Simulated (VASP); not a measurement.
A run of VASP 6.6.1 is set up as follows.

Contents of INCAR:

```
SYSTEM = InP
  ALGO = Normal
  EDIFF = 1E-6
  ENCUT = 520
  GGA = PS
  ISIF = 2
  ISMEAR = -1
  LASPH = .True.
  LCHARG = .True.
  LELF = .True.
  LREAL = .False.
  LVHAR = .True.
  LWAVE = .False.
  NBANDS = 16
  NELM = 100
  PREC = Accurate
  SIGMA = 0.02
```

File KPOINTS:

```
k-points
0
Gamma
  8 8 8
  0 0 0
```

File POSCAR:

```
InP
1.0
    0.0000000000      2.9393442632      2.9393442632
    2.9393442632      0.0000000000      2.9393442632
    2.9393442632      2.9393442632      0.0000000000
In P
1 1
Direct
    0.0000000000      0.0000000000      0.0000000000
    0.2500000000      0.2500000000      0.2500000000
```

Potentials or basis: VASP PAW PBE potentials, release 64 (In_d, P).

The run is started by

```console
$ cat potpaw_PBE.64/In_d/POTCAR potpaw_PBE.64/P/POTCAR > POTCAR
$ mpirun -np 1 vasp_std > vasp.out
```

(1) Predict the band gap on the k mesh.

(2) What does it give for the pressure?

Results:

(1) 0.57 eV, direct.

(2) 0.0 GPa.

Caveat: the PAW data sets were made with another functional, which shifts forces and pressure a little; spin-orbit coupling is left out, which moves the levels of the heavy elements.

**Experimental background.**

A printed reference work, data compilation reports, for a bulk crystal of InP at 1.6 K: band gap 1.4236 eV (direct).

A measured gap of InP is 1.4236 eV (direct; 1.6 K; a printed reference work, data compilation); the calculated 0.57 eV misses it by -0.86 eV. Spin-orbit coupling on In is left out. The value is that of PBEsol, without temperature or zero-point motion. Semilocal functionals fall short of measured gaps as a rule.
